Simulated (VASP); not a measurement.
Runs of VASP 6.6.1 on AlN. It takes space group P6_3mc (No. 186, hexagonal). Conventional cell: a = 3.114 Å, b = 3.114 Å, c = 4.983 Å, α = 90.00°, β = 90.00°, γ = 120.00°. Al (site symmetry 3m) has 4 N at 1.89 to 1.90 Å as nearest neighbours. N (site symmetry 3m) has 4 Al at 1.89 to 1.90 Å as nearest neighbours. The cell was built by a generator and needn't be a form met in nature.

| task | level | cell | k mesh | cutoff (eV) | gap on the mesh (eV) | pressure (GPa) |
| --- | --- | --- | --- | --- | --- | --- |
| single point | PBEsol | P6_3mc, 10.46 Å³/atom | 8 × 8 × 6 | 520 | 4.11 | -0.1 |
| relaxation of cell and atoms | PBEsol | relaxed | 8 × 8 × 5 | 600 | 4.12 | 0.0 |
| single point | PBEsol | P6_3mc, 10.46 Å³/atom | 8 × 8 × 5 | 520 | 4.11 | 0.0 |
| single point | r2SCAN | P6_3mc, 10.46 Å³/atom | 8 × 8 × 6 | 520 | (a) | -1.6 |

Alike in all rows: potentials or basis VASP PAW PBE potentials, release 64 (Al, N); no spin polarisation; smearing gaussian 0.01 eV.

Question: Estimate the missing entries.

Answer: (a) 4.86.

Caveats: the PAW data sets were made with another functional, which shifts forces and pressure a little.

A k mesh can miss the band edges.
